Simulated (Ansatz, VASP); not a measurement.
BiTe in VASP and in Ansatz

```
CELL_PARAMETERS angstrom
0.00000 3.24575 3.24575
3.24575 0.00000 3.24575
3.24575 3.24575 0.00000
ATOMIC_POSITIONS crystal
Bi 0.00000 0.00000 0.00000
Te 0.50000 0.50000 0.50000
```

Change from the starting cell: volume scaled by 1.01.

Alike in both runs: task single point; functional LDA; k mesh 10 × 10 × 10; occupations fermi-dirac, width 0.08 eV; no spin polarisation.

```csv
,VASP,Ansatz
version,VASP 6.6.1,Ansatz 0.2.0
potentials or method,"VASP PAW LDA potentials, release 64 (Bi_d, Te), cutoff 520 eV","all-electron LAPW, scalar-relativistic"
```

```tsv
	VASP	Ansatz	Ansatz less VASP
pressure (GPa)	-3.2	-3.2	-0.02
```

Ansatz ran all-electron here, so the differences hold the error of VASP's frozen core and of both bases.
